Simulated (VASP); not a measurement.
# AlN (Fm-3m) in VASP: further runs

Runs on AlN. Level: PBE. Tasks: single point, relaxation of cell and atoms.

All numbers are computed with VASP 6.6.1; they aren't measurements. Logs are shortened: lines on timing, memory, paths and dates and some standing lists are left out, and cuts for length are marked.

**1. Starting point**

It takes space group Fm-3m (No. 225, cubic). The conventional cell has a = 4.070 Å, b = 4.070 Å, c = 4.070 Å, α = 90.00°, β = 90.00°, γ = 90.00°. Around Al (site symmetry m-3m) lie 6 N at 2.04 Å. N (site symmetry m-3m) has 6 Al at 2.04 Å as nearest neighbours.

The cell was built by a generator and needn't be a form met in nature.

**2. Single point, PBE**

INCAR

```
PREC     = Accurate       # precision mode
ENCUT    = 520            # plane-wave cutoff, eV
EDIFF    = 1E-6           # SCF threshold, eV
ISMEAR   = 0              # smearing method
SIGMA    = 0.02           # smearing width, eV
LREAL    = False          # projectors in reciprocal space
LASPH    = True           # aspherical terms in the spheres
NELM     = 100            # most SCF steps
ALGO     = Fast           # electronic algorithm
ISIF     = 2              # what is computed and relaxed
LWAVE    = False          # write WAVECAR
LCHARG   = False          # write CHGCAR
GGA      = PE             # functional
NBANDS   = 11             # bands
```

KPOINTS

```
Automatic mesh
0
Gamma
  10 10 10
```

POSCAR

```
AlN
1.0
    0.0000000000      2.0352328721      2.0352328721
    2.0352328721      0.0000000000      2.0352328721
    2.0352328721      2.0352328721      0.0000000000
Al N
1 1
Direct
    0.5000000000      0.5000000000      0.5000000000
    0.0000000000      0.0000000000      0.0000000000
```

Potentials or basis: VASP PAW PBE potentials, release 64 (Al, N).

Started as:

```bash
cat potpaw_PBE.64/Al/POTCAR potpaw_PBE.64/N/POTCAR > POTCAR
mpirun -np 1 vasp_std > vasp.out
```

OUTCAR:

```text
PREC = Accurate
   ENCUT = 520
   EDIFF = 1E-6
   ISMEAR = 0
   LREAL = False
   LASPH = True
   NELM = 100
   ISIF = 2
   GGA = PE

 ion  position               nearest neighbor table
   1  0.500  0.500  0.500-   2 2.04   2 2.04   2 2.04   2 2.04   2 2.04   2 2.04
   2  0.000  0.000  0.000-   1 2.04   1 2.04   1 2.04   1 2.04   1 2.04   1 2.04

  LATTYP: Found a face centered cubic cell.
 ALAT       =     4.0704657442

  Lattice vectors:

 A1 = (   0.0000000000,   2.0352328721,   2.0352328721)
 A2 = (   2.0352328721,   0.0000000000,   2.0352328721)
 A3 = (   2.0352328721,   2.0352328721,   0.0000000000)

Analysis of symmetry for initial positions (statically):
=====================================================================
 Subroutine PRICEL returns:
 Original cell was already a primitive cell.

 Routine SETGRP: Setting up the symmetry group for a
 face centered cubic supercell.

 Subroutine GETGRP returns: Found 48 space group operations
 (whereof 48 operations were pure point group operations)
 out of a pool of 48 trial point group operations.

The static configuration has the point symmetry O_h .

Analysis of symmetry for dynamics (positions and initial velocities):
=====================================================================
 Subroutine PRICEL returns:
 Original cell was already a primitive cell.

 Routine SETGRP: Setting up the symmetry group for a
 face centered cubic supercell.

 Subroutine GETGRP returns: Found 48 space group operations
 (whereof 48 operations were pure point group operations)
 out of a pool of 48 trial point group operations.

The dynamic configuration has the point symmetry O_h .

 Subroutine INISYM returns: Found 48 space group operations
 (whereof 48 operations are pure point group operations),
 and found     1 'primitive' translations

----------------------------------------------------------------------------------------

                                     Primitive cell

  volume of cell :      16.8606

  direct lattice vectors                    reciprocal lattice vectors
     0.000000000  2.035232872  2.035232872    -0.245672133  0.245672133  0.245672133
     2.035232872  0.000000000  2.035232872     0.245672133 -0.245672133  0.245672133
     2.035232872  2.035232872  0.000000000     0.245672133  0.245672133 -0.245672133

  length of vectors
     2.878253930  2.878253930  2.878253930     0.425516616  0.425516616  0.425516616

  position of ions in fractional coordinates (direct lattice)
     0.500000000  0.500000000  0.500000000
     0.000000000  0.000000000  0.000000000

  ion indices of the primitive-cell ions
   primitive index   ion index
                 1           1
                 2           2

----------------------------------------------------------------------------------------

 KPOINTS: Automatic mesh

Automatic generation of k-mesh.
 Grid dimensions read from file:
 generate k-points for:   10   10   10

 Generating k-lattice:

  Cartesian coordinates                     Fractional coordinates (reciprocal lattice)
    -0.024567213  0.024567213  0.024567213     0.100000000  0.000000000  0.000000000
     0.024567213 -0.024567213  0.024567213     0.000000000  0.100000000  0.000000000
     0.024567213  0.024567213 -0.024567213     0.000000000  0.000000000  0.100000000

  Length of vectors
     0.042551662  0.042551662  0.042551662

  Shift w.r.t. Gamma in fractional coordinates (k-lattice)
     0.000000000  0.000000000  0.000000000

 Subroutine IBZKPT returns following result:
 ===========================================

 Found     47 irreducible k-points:

 Following reciprocal coordinates:
            Coordinates               Weight
  0.000000  0.000000  0.000000      1.000000
  0.100000  0.000000  0.000000      8.000000
  0.200000  0.000000  0.000000      8.000000
  0.300000  0.000000  0.000000      8.000000
  0.400000  0.000000  0.000000      8.000000
  0.500000  0.000000  0.000000      4.000000
[... 16 lines left out ...]
  0.300000  0.300000  0.000000      6.000000
  0.400000  0.300000  0.000000     24.000000
 [... further k-points ...]
   k-points           NKPTS =     47   k-points in BZ     NKDIM =     47   number of bands    NBANDS=     11
   number of dos      NEDOS =    301   number of ions     NIONS =      2
   total plane-waves  NPLWV =  13824
   dimension x,y,z NGX =    24 NGY =   24 NGZ =   24
   dimension x,y,z NGXF=    48 NGYF=   48 NGZF=   48
   ions per type =               1   1
   NGX,Y,Z   is equivalent  to a cutoff of  13.86, 13.86, 13.86 a.u.
   NGXF,Y,Z  is equivalent  to a cutoff of  27.72, 27.72, 27.72 a.u.
 SYSTEM =  unknown system
   PREC   = accura    normal or accurate (medium, high low for compatibility)
   ISTART =      0    job   : 0-new  1-cont  2-samecut
   ICHARG =      2    charge: 1-file 2-atom 10-const
   ISPIN  =      1    spin polarized calculation?
   LNONCOLLINEAR =      F non collinear calculations
   LSORBIT =      F    spin-orbit coupling
   LASPH  =      T    aspherical Exc in radial PAW
   ENCUT  =  520.0 eV  38.22 Ry    6.18 a.u.   5.35  5.35  5.35*2*pi/ulx,y,z
   NELM   =    100;   NELMIN=  2; NELMDL= -5     # of ELM steps
   EDIFF  = 0.1E-05   stopping-criterion for ELM
[... 8 lines left out ...]
   TEBEG  =    0.0;   TEEND  =   0.0 temperature during run
   PSTRESS=    0.0 pullay stress
   NELECT =       8.0000    total number of electrons
   NUPDOWN=      -1.0000    fix difference up-down
   EMIN   =  10.00;   EMAX   =-10.00  energy-range for DOS
   EFERMI =   0.00;   METHOD = LEGACY
   ISMEAR =     0;   SIGMA  =   0.02  broadening in eV -4-tet -1-fermi 0-gaus
   EFERMI_NEDOS =   21; number of points for ismear=-14 and -15
   IALGO  =     68    algorithm
   IMIX   =      4    mixing-type and parameters
     AMIX     =   0.40;   BMIX     =  1.00
     AMIX_MAG =   1.60;   BMIX_MAG =  1.00
  volume/ion in A,a.u.               =       8.43        56.89
  Fermi-wavevector in a.u.,A,eV,Ry     =   1.276872  2.412938 22.182970  1.630402
  Thomas-Fermi vector in A             =   2.409504
   LORBIT       =      0    0 simple, 1 ext, 2 COOP (PROOUT), +10 PAW based schemes
   GGA     = PE    functional components
   LHFCALC =     F    Hartree Fock is set to
   AEXX    =    0.0000 exact exchange contribution
   IVDW    =     0    specifies the selected vdW correction
   LEPSILON=     F    determine dielectric tensor
   LRPA    =     F    only Hartree local field effects (RPA)
 non-spin polarized calculation
 RMM-DIIS sequential band-by-band and
 Gauss-broadening in eV      SIGMA  =   0.02
  energy-cutoff  :      520.00
  volume of cell :       16.86
 maximum number of plane-waves:       469
 NGX is ok and might be reduce to    24
   NGX = 11   NGY = 11   NGZ = 11

 number of electron       8.0000000 magnetization

 Free energy of the ion-electron system (eV)
  ---------------------------------------------------
  ext. energy  EPLUGINS =         0.00000000
  ---------------------------------------------------
  free energy    TOTEN  =       -14.54590758 eV

  energy without entropy =      -14.54590758  energy(sigma->0) =      -14.54590758

 E-fermi :   9.8670     XC(G=0): -12.1914

 val. band max:        9.7049523584   @ k =   0.0000   0.0000   0.0000
 cond. band min:      14.1181200336   @ k =   0.5000   0.5000   0.0000
 fundamental gap:      4.4131676752
 Fermi energy:         9.8670290378

 k-point     1 :       0.0000    0.0000    0.0000
  band No.  band energies     occupation
      1      -7.6665      2.00000
      2       9.7050      2.00000
      3       9.7050      2.00000
      4       9.7050      2.00000
      5      15.0962      0.00000
      6      21.8065      0.00000
      7      21.8065      0.00000
      8      21.8065      0.00000
      9      26.8934      0.00000
     10      27.3461      0.00000
     11      27.3462      0.00000

 k-point     2 :       0.1000    0.0000    0.0000
  band No.  band energies     occupation
      1      -7.4654      2.00000
      2       8.6874      2.00000
      3       9.5872      2.00000
      4       9.5872      2.00000
      5      15.7376      0.00000
      6      20.9021      0.00000
      7      22.0940      0.00000
      8      22.0940      0.00000
      9      25.7147      0.00000
     10      25.7147      0.00000
     11      27.6864      0.00000

 k-point     3 :       0.2000    0.0000    0.0000
  band No.  band energies     occupation
      1      -6.8805      2.00000
      2       6.5688      2.00000
      3       9.3010      2.00000
      4       9.3010      2.00000
      5      16.4319      0.00000
      6      20.3513      0.00000
      7      22.2224      0.00000
      8      22.2224      0.00000
      9      25.1611      0.00000
     10      25.1611      0.00000
     11      26.9957      0.00000

 k-point     4 :       0.3000    0.0000    0.0000
  band No.  band energies     occupation
      1      -5.9856      2.00000
      2       4.2784      2.00000
      3       8.9834      2.00000
      4       8.9834      2.00000
      5      16.2256      0.00000
      6      21.2140      0.00000
      7      21.4555      0.00000
      8      21.4555      0.00000
      9      26.1895      0.00000
     10      26.6559      0.00000
     11      26.6559      0.00000

 k-point     5 :       0.4000    0.0000    0.0000
  band No.  band energies     occupation
      1      -4.9959      2.00000
      2       2.3612      2.00000
      3       8.7498      2.00000
      4       8.7498      2.00000
      5      15.8546      0.00000
      6      20.7823      0.00000
      7      20.7823      0.00000
      8      22.2885      0.00000
      9      25.6946      0.00000
     10      28.8512      0.00000
     11      28.8512      0.00000
[... 211 lines left out ...]
 k-point    21 :      -0.3000    0.2000    0.0000
  band No.  band energies     occupation
      1      -4.7889      2.00000
      2       3.4246      2.00000
      3       6.1151      2.00000
      4       8.6169      2.00000
      5      17.7808      0.00000
      6      19.4297      0.00000
      7      20.9518      0.00000
      8      21.8380      0.00000
      9      26.6003      0.00000
     10      28.7205      0.00000
     11      30.2093      0.00000

 k-point    22 :      -0.2000    0.2000    0.0000
  band No.  band energies     occupation
      1      -5.6963      2.00000
      2       4.7997      2.00000
      3       6.8305      2.00000
      4       9.0489      2.00000
      5      18.1618      0.00000
      6      19.6270      0.00000
      7      20.3164      0.00000
      8      22.0449      0.00000
      9      24.6375      0.00000
     10      28.6269      0.00000
     11      29.9025      0.00000

 k-point    23 :       0.3000    0.3000    0.0000
  band No.  band energies     occupation
      1      -5.4587      2.00000
      2       4.9468      2.00000
      3       7.7226      2.00000
      4       7.7226      2.00000
      5      16.3698      0.00000
      6      16.4228      0.00000
      7      21.2326      0.00000
      8      25.1055      0.00000
      9      25.1055      0.00000
     10      30.0583      0.00000
     11      33.5194      0.00000

 k-point    24 :       0.4000    0.3000    0.0000
  band No.  band energies     occupation
      1      -4.7213      2.00000
      2       3.9374      2.00000
      3       6.9631      2.00000
      4       7.4700      2.00000
      5      15.7096      0.00000
      6      16.5743      0.00000
      7      21.6874      0.00000
      8      25.0606      0.00000
      9      25.7985      0.00000
     10      31.3156      0.00000
     11      34.1992      0.00000

 [... further k-points ...]

------------------------ aborting loop because EDIFF is reached ----------------------------------------

  FORCE on cell =-STRESS in cart. coord.  units (eV):
  Direction    XX          YY          ZZ          XY          YZ          ZX
  --------------------------------------------------------------------------------------
  -------------------------------------------------------------------------------------
  Total       -0.0307464     -0.0307464     -0.0307464      0.0000000      0.0000000      0.0000000
  in kB       -2.9216784     -2.9216784     -2.9216784      0.0000000      0.0000000      0.0000000
  external PRESSURE =      -2.9216784 kB  Pullay stress =       0.0000000 kB

 VOLUME and BASIS-vectors are now :
 -----------------------------------------------------------------------------
  energy-cutoff  :      520.00
  volume of cell :       16.86
      direct lattice vectors                 reciprocal lattice vectors
     0.000000000  2.035232872  2.035232872    -0.245672133  0.245672133  0.245672133
     2.035232872  0.000000000  2.035232872     0.245672133 -0.245672133  0.245672133
     2.035232872  2.035232872  0.000000000     0.245672133  0.245672133 -0.245672133

 POSITION                                       TOTAL-FORCE (eV/Angst)
 -----------------------------------------------------------------------------------
      2.03523      2.03523      2.03523        -0.000000     -0.000000     -0.000000
      0.00000      0.00000      0.00000         0.000000      0.000000      0.000000
 -----------------------------------------------------------------------------------
    total drift:                                0.000000     -0.000000     -0.000000

  FREE ENERGIE OF THE ION-ELECTRON SYSTEM (eV)
  ---------------------------------------------------
  free  energy   TOTEN  =       -14.5459075846 eV

  energy  without entropy=      -14.5459075846  energy(sigma->0) =      -14.54590758
```

It took 5.8 s on 1 thread of Intel Xeon 6975P-C (Granite Rapids), shared host; peak memory 0.13 GiB.

Results:

```
Free energy            : -14.5459 eV
Pressure               : -0.3 GPa
Band gap on the k mesh : 4.41 eV, indirect (least direct gap 5.39 eV)
```

**3. Relaxation of cell and atoms, PBE**

INCAR

```
SYSTEM = AlN
PREC = Accurate
ENCUT = 600
EDIFF = 1E-6
ISMEAR = 0
SIGMA = 0.02
LREAL = .False.
LASPH = .True.
NELM = 100
ALGO = Normal
ISIF = 3
LWAVE = .False.
LCHARG = .False.
GGA = PE
IBRION = 2
NSW = 100
EDIFFG = -0.01
```

KPOINTS

```
regular mesh
0
Gamma
  10 10 10
  0 0 0
```

POSCAR is that of step 2.

Potentials or basis: VASP PAW PBE potentials, release 64 (Al, N).

Started as:

```bash
cat potpaw_PBE.64/Al/POTCAR potpaw_PBE.64/N/POTCAR > POTCAR
mpirun -np 1 vasp_std > vasp.out
```

Run time: 7.6 s. Hardware: 1 thread of Intel Xeon 6975P-C (Granite Rapids), shared host; peak memory 0.13 GiB.

The run converged. Its results:

```
Free energy                            : -14.5477 eV
Relaxed volume                         : 8.42 Å³/atom
Relaxed cell                           : a = 2.877 Å, b = 2.877 Å, c = 2.877 Å, α = 60.00°, β = 60.00°, γ = 60.00°
Space group after relaxing (to 0.05 Å) : Fm-3m (No. 225)
Energy gained by relaxing              : 0.0 meV/atom
Ionic steps                            : 3
Pressure after relaxing                : 0.0 GPa
Band gap on the k mesh                 : 4.43 eV, indirect (least direct gap 5.41 eV)
```

Final structure:
```
CELL_PARAMETERS angstrom
0.00000 2.03413 2.03413
2.03413 0.00000 2.03413
2.03413 2.03413 0.00000
ATOMIC_POSITIONS crystal
Al 0.50000 0.50000 0.50000
N 0.00000 0.00000 0.00000
```

Levels at points of the mesh, in eV from the valence-band top:
```csv
k point,band 1,band 2,band 3,band 4,band 5,band 6,band 7,band 8
"(0.00, 0.00, 0.00)",-17.39,0.00,0.00,0.00,5.41,12.11,12.11,12.11
"(0.50, 0.00, 0.00)",-14.20,-8.19,-1.04,-1.04,6.02,10.85,10.85,13.02
"(0.50, 0.50, 0.00)",-13.24,-7.26,-2.75,-2.75,4.43,5.33,13.82,16.96
```

(Continued in part 2 of 2.)
